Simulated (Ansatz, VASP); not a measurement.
# Cross-check of AlNi (NiAl(110)) between VASP and Ansatz, part 2 of 2

One calculation is typed for both programs; each brings its own data sets. How far apart do they land? Of the first pair: The cell is taken from a series of runs on this material, whose earlier steps may have relaxed, scaled, displaced or heated it; both programs get it as it stands.

VASP 6.6.1 and Ansatz 0.2.0.

So far: The starting structure; VASP: single point, PBE, pair 1; Ansatz: single point, PBE, pair 1; Side by side.

## (5) Ansatz: relaxation, PBE

Level of this step: Ansatz beside VASP: Kohn-Sham DFT, plane waves, PBE (Ansatz).

The two programs are compared at the cell with which this relaxation starts, whose forces are those of its first step.

The structure compared here is the start of the Ansatz relaxation; VASP solves that cell, so the two are compared at the walk's first step.

The input, input.yaml:

```yaml
crystal:
  lattice:
    - [2.881, 0.0, 0.0]
    - [0.0, 4.0743492732, 0.0]
    - [0.0, 0.0, 28.2230478196]
  atoms:
    - { symbol: Ni, position: [0.0, 0.5, 0.2834562749] }
    - { symbol: Al, position: [0.5, 0.0, 0.2834562749] }
    - { symbol: Ni, position: [0.0, 0.0, 0.3556375166] }
    - { symbol: Al, position: [0.5, 0.5, 0.3556375166] }
    - { symbol: Ni, position: [0.0, 0.5, 0.4278187583] }
    - { symbol: Al, position: [0.5, 0.0, 0.4278187583] }
    - { symbol: Ni, position: [0.0, 0.0, 0.5] }
    - { symbol: Al, position: [0.5, 0.5, 0.5] }
    - { symbol: Ni, position: [0.0, 0.5, 0.5721812417] }
    - { symbol: Al, position: [0.5, 0.0, 0.5721812417] }
    - { symbol: Ni, position: [0.0, 0.0, 0.6443624834] }
    - { symbol: Al, position: [0.5, 0.5, 0.6443624834] }
    - { symbol: Al, position: [0.5, 0.0, 0.7165437251] }
    - { symbol: Ni, position: [0.0, 0.5, 0.7165437251] }
hamiltonian:
  xc: pbe
kpoints:
  mp_grid: { grid: [12, 10, 1] }
scf:
  occupations: { method: fermi_dirac, width: 0.1 }
  convergence: { dr2_threshold: 1.0e-09 }
efield:
  axis: 3
  dipole_correction: true
relax:
  f_tol: 0.015
  max_steps: 50
  constraints: [{ sites: [6] }]
output:
  write_potential: true
  write_density: true
  volumetric_format: npy
  elf: true
```

Run with:

```sh
> ansatz run input.yaml --threads 2 --pin off --max-ram 4096MiB --backend cpu --events-out ev --progress --plain --runs-dir out
```

Numbers of over 12 decimals in the logs are rounded to 6 here.

Log:

```text
[...]
Crystal: 14 atoms, lattice volume = 331.288 Å³
Basis set: ecut = 420 eV, 6503 PW (Γ), exchange–correlation on 40×60×384 points (8 copies of the dense FFT grid, shifted against one another)
Bands: 89, of which v1, the nominal top of the filled ones, is band 74 counted from 1 (73 counted from 0)
Symmetry: 4 space group operations
k-points: 42 of 120
[...]
- { symbol: Ni, position: [1.6190877766739045e-18, 0.500000, 0.573174] }
    - { symbol: Al, position: [0.500000, 0.0, 0.572524] }
    - { symbol: Ni, position: [3.0046890077609516e-19, 0.0, 0.644547] }
    - { symbol: Al, position: [0.500000, 0.500000, 0.645789] }
    - { symbol: Al, position: [0.500000, 0.0, 0.721047] }
    - { symbol: Ni, position: [-3.0947148198220035e-18, 0.500000, 0.714647] }
[key lines of the parts left out:]
SCF converged after 9 iterations
Free energy (F): -44647.533830 eV
Fermi energy:    4.747404 eV
Dipole field:    D = -0.000000 V/Å  (p = -0.000000 e·Å, saw-weighted, corrected)
Work function:   Φ+ = 4.7464 eV   Φ− = 4.7464 eV
```

## (6) VASP: single point, PBE, start cell, pair 2

The same cell, functional, mesh and smearing now go to VASP, with its own data sets.

The input, INCAR:

```
SYSTEM = AlNi
PREC = Accurate
ENCUT = 520
EDIFF = 1E-06
NELM = 120
ISMEAR = -1
SIGMA = 0.1
LREAL = .FALSE.
ALGO = Normal
GGA = PE
NBANDS = 59
LASPH = .TRUE.
LORBIT = 11
LWAVE = .FALSE.
LCHARG = .FALSE.
ISIF = 2
LDIPOL = .TRUE.
IDIPOL = 3
DIPOL = 0.5 0.5 0.5
LVHAR = .TRUE.
GGA_COMPAT = .FALSE.
NELMDL = -8
KPAR = 4
```

The input, POSCAR:

```
AlNi
1.0
    2.8810000000      0.0000000000      0.0000000000
    0.0000000000      4.0743492732      0.0000000000
    0.0000000000      0.0000000000     28.2230478196
Ni Al
7 7
Direct
    0.0000000000      0.5000000892      0.2834562749
    0.0000000000      0.0000000892      0.3556375294
    0.0000000000      0.5000000892      0.4278187486
    0.0000000000      0.0000000892      0.5000000032
    0.0000000000      0.5000000892      0.5721812578
    0.0000000000      0.0000000892      0.6443624770
    0.0000000000      0.5000000892      0.7165437315
    0.5000000000      0.0000000892      0.2834562749
    0.5000000000      0.5000000892      0.3556375294
    0.5000000000      0.0000000892      0.4278187486
    0.5000000000      0.5000000892      0.5000000032
    0.5000000000      0.0000000892      0.5721812578
    0.5000000000      0.5000000892      0.6443624770
    0.5000000000      0.0000000892      0.7165437315
```

The input, KPOINTS:

```
Automatic mesh
0
Gamma
12 10 1
0 0 0
```

PAW data sets: Ni and Al (PBE family, release 64).

Run with:

```sh
> mpirun -np 4 vasp_std
```

Log:

```text
[... set-up lines as in an earlier step ...]
 entering main loop
       N       E                     dE             d eps       ncg     rms          rms(c)
DAV:   1     0.635224243526E+03    0.63522E+03   -0.37492E+04  4956   0.150E+03
DAV:   2    -0.240865508807E+02   -0.65931E+03   -0.63438E+03  5030   0.351E+02
DAV:   3    -0.799686321642E+02   -0.55882E+02   -0.53740E+02  5531   0.140E+02
DAV:   4    -0.817237723461E+02   -0.17551E+01   -0.17330E+01  5936   0.237E+01
[...]
DAV:  31    -0.714763647573E+02   -0.32435E-05   -0.20635E-07  3356   0.310E-03    0.173E-03
DAV:  32    -0.714763662055E+02   -0.14483E-05   -0.10856E-07  3038   0.245E-03    0.128E-03
DAV:  33    -0.714763668545E+02   -0.64896E-06   -0.58645E-08  3102   0.171E-03
   1 F= -.71476367E+02 E0= -.71364708E+02  d E =-.223317E+00
```

From OUTCAR (step 6):

```text
  Total       -2.8690506     -1.3380339      1.1628048     -0.0000000      0.0000000      0.0000000
  in kB      -13.8753315     -6.4710130      5.6235684     -0.0000000      0.0000000      0.0000000
  external PRESSURE =      -4.9075920 kB  Pullay stress =       0.0000000 kB

 POSITION                                       TOTAL-FORCE (eV/Angst)
 -----------------------------------------------------------------------------------
      0.00000      2.03718      8.00000        -0.000000      0.000000      0.525736
      0.00000      0.00000     10.03717        -0.000000      0.000000      0.281472
      0.00000      2.03718     12.07435         0.000000      0.000000     -0.048415
      0.00000      0.00000     14.11152        -0.000000      0.000000      0.000000
      0.00000      2.03718     16.14870        -0.000000      0.000000      0.048415
      0.00000      0.00000     18.18587         0.000000      0.000000     -0.281472
      0.00000      2.03718     20.22305        -0.000000      0.000000     -0.525736
      1.44050      0.00000      8.00000        -0.000000      0.000000     -0.544930
      1.44050      2.03718     10.03717        -0.000000      0.000000     -0.371041
      1.44050      0.00000     12.07435        -0.000000      0.000000      0.000050
      1.44050      2.03718     14.11152        -0.000000      0.000000      0.000000
      1.44050      0.00000     16.14870        -0.000000      0.000000     -0.000050
      1.44050      2.03718     18.18587        -0.000000      0.000000      0.371041
      1.44050      0.00000     20.22305        -0.000000      0.000000      0.544930
 -----------------------------------------------------------------------------------
    total drift:                                0.000000      0.000031     -0.000412

  FREE ENERGIE OF THE ION-ELECTRON SYSTEM (eV)
  ---------------------------------------------------
  free  energy   TOTEN  =       -71.4763668545 eV

  energy  without entropy=      -71.2530500763  energy(sigma->0) =      -71.36470847

[... 1 part as in an earlier step ...]

[... 2 further parts left out ...]
[key lines of the parts left out:]
E-fermi :   2.6788
```

## (7) Comparison

What differs besides the data sets and the points named for the pairs above, as far as they apply: the data sets hold 147 valence electrons in Ansatz (on its default PAW (the set named soft_2) files) and 91 in VASP. Total energies have different zeros and are not compared.

Forces on 7 of the 14 atoms, those with the largest forces and the largest differences (eV/Å; atoms numbered as in POSCAR):

```
atom        Ansatz x, y, z          VASP x, y, z
 Ni1   0.000, 0.000, 0.543   0.000, 0.000, 0.526
 Ni6  0.000, 0.000, -0.285  0.000, 0.000, -0.281
 Ni7  0.000, 0.000, -0.543  0.000, 0.000, -0.526
 Al8  0.000, 0.000, -0.557  0.000, 0.000, -0.545
 Al9  0.000, 0.000, -0.378  0.000, 0.000, -0.371
Al13   0.000, 0.000, 0.378   0.000, 0.000, 0.371
Al14   0.000, 0.000, 0.557   0.000, 0.000, 0.545
```

The forces differ by 5.0 meV/Å r.m.s., which is 2.6 % of the r.m.s. force of 0.194 eV/Å (both taken over all components). Where the cell holds vacuum, a pressure given here is an average over it and none of the material.

## (8) Ansatz: relaxation, PBE

This run makes the geometry at which the two programs are then compared.

The structure compared here is the end of the Ansatz relaxation.

This is the run of step 5 again, met here at its other cell.

## (9) VASP: single point, PBE, relaxed atoms in a fixed cell, pair 3

The same cell, functional, mesh and smearing now go to VASP, with its own data sets.

INCAR is that of step 6.

The input, POSCAR:

```
AlNi
1.0
    2.8810000000      0.0000000000      0.0000000000
    0.0000000000      4.0743492732      0.0000000000
    0.0000000000      0.0000000000     28.2230478196
Ni Al
7 7
Direct
    0.0000000000      0.5000000000      0.2853532335
    0.0000000000      0.0000000000      0.3554533364
    0.0000000000      0.5000000000      0.4268263066
    0.0000000000      0.0000000000      0.4999999986
    0.0000000000      0.5000000000      0.5731736906
    0.0000000000      0.0000000000      0.6445466608
    0.0000000000      0.5000000000      0.7146467637
    0.5000000000      0.0000000000      0.2789528616
    0.5000000000      0.5000000000      0.3542114234
    0.5000000000      0.0000000000      0.4274758012
    0.5000000000      0.5000000000      0.4999999986
    0.5000000000      0.0000000000      0.5725241960
    0.5000000000      0.5000000000      0.6457885738
    0.5000000000      0.0000000000      0.7210471356
```

KPOINTS is that of step 6.

Run with:

```sh
> mpirun -np 4 vasp_std
```

Log:

```text
[... set-up lines as in an earlier step ...]
 entering main loop
       N       E                     dE             d eps       ncg     rms          rms(c)
DAV:   1     0.632901246691E+03    0.63290E+03   -0.37463E+04  4956   0.150E+03
DAV:   2    -0.248510570626E+02   -0.65775E+03   -0.63275E+03  5073   0.350E+02
DAV:   3    -0.800222185168E+02   -0.55171E+02   -0.53142E+02  5481   0.139E+02
DAV:   4    -0.817542052067E+02   -0.17320E+01   -0.17100E+01  5952   0.235E+01
[...]
DAV:  30    -0.715862703159E+02   -0.18752E-04   -0.13301E-06  3582   0.803E-03    0.250E-03
DAV:  31    -0.715862791997E+02   -0.88838E-05   -0.81481E-07  3485   0.525E-03    0.109E-03
DAV:  32    -0.715862801627E+02   -0.96301E-06   -0.11259E-07  3197   0.184E-03
   1 F= -.71586280E+02 E0= -.71475440E+02  d E =-.221681E+00
```

Parts of OUTCAR (step 9):

```text
  Total       -3.6003490     -2.6045220      0.0166611     -0.0000000      0.0000000      0.0000000
  in kB      -17.4120439    -12.5960153      0.0805766     -0.0000000      0.0000000      0.0000000
  external PRESSURE =      -9.9758275 kB  Pullay stress =       0.0000000 kB

 POSITION                                       TOTAL-FORCE (eV/Angst)
 -----------------------------------------------------------------------------------
      0.00000      2.03717      8.05354         0.000000      0.000000     -0.016018
      0.00000      0.00000     10.03198         0.000000     -0.000000     -0.001175
      0.00000      2.03717     12.04634         0.000000     -0.000000      0.002214
      0.00000      0.00000     14.11152         0.000000     -0.000000      0.000000
      0.00000      2.03717     16.17671         0.000000     -0.000000     -0.002214
      0.00000      0.00000     18.19107         0.000000     -0.000000      0.001175
      0.00000      2.03717     20.16951         0.000000      0.000000      0.016018
      1.44050      0.00000      7.87290         0.000000     -0.000000      0.010461
      1.44050      2.03717      9.99693         0.000000     -0.000000      0.005319
      1.44050      0.00000     12.06467         0.000000     -0.000000      0.001520
      1.44050      2.03717     14.11152         0.000000     -0.000000      0.000000
      1.44050      0.00000     16.15838         0.000000     -0.000000     -0.001520
      1.44050      2.03717     18.22612         0.000000     -0.000000     -0.005319
      1.44050      0.00000     20.35015         0.000000     -0.000000     -0.010461
 -----------------------------------------------------------------------------------
    total drift:                                0.000000      0.000000      0.000180

  FREE ENERGIE OF THE ION-ELECTRON SYSTEM (eV)
  ---------------------------------------------------
  free  energy   TOTEN  =       -71.5862801627 eV

  energy  without entropy=      -71.3645990921  energy(sigma->0) =      -71.47543963

[... 2 parts as in an earlier step ...]

[... 1 further part left out ...]
[key lines of the parts left out:]
E-fermi :   2.7480
```

## (10) Comparison

What differs besides the data sets and the points named for the pairs above, as far as they apply: the data sets hold 147 valence electrons in Ansatz (on its default PAW (the set named soft_2) files) and 91 in VASP. Total energies have different zeros and are not compared.

Compared:

| quantity | Ansatz | VASP | difference |
| --- | --- | --- | --- |
| work function, lower of the two faces (eV) | 4.75 | 4.74 | 0.00 |
| work function, higher of the two faces (eV) | 4.75 | 4.74 | 0.00 |

The largest component of a force difference here is 17 meV/Å. Where the cell holds vacuum, a pressure given here is an average over it and none of the material.

## (11) What came out

```json
{
  "difference in work function, higher of the two faces (single point, PBE, pair 1)": "0.0044 eV",
  "r.m.s. force difference (single point, PBE, start cell, pair 2)": "5.0 meV/Å",
  "difference in work function, higher of the two faces (single point, PBE, relaxed atoms in a fixed cell, pair 3)": "0.0025 eV"
}
```

The r.m.s. force difference is 5.0 meV/Å (single point, PBE, start cell, pair 2), within the 12 meV/Å picked in this series as the mark of a large difference. The data sets hold unlike numbers of valence electrons (147 in Ansatz and 91 in VASP), so part of the differences may come from the potentials. How closely two codes agree says nothing of how well the functional describes the real material.

[Lines on the potential files, build, host, timing and source positions are cut from VASP's logs without a mark.]

[Logs are printed without paths, hosts, clocks, repeated set-up lines and the standing remarks that a program may print on its own settings, such as how far it seeks lower states.]

[Hosts, paths, dates, database ids (printed as entryN), source tags and the programs' standing remarks are cut or masked in the printed files.]
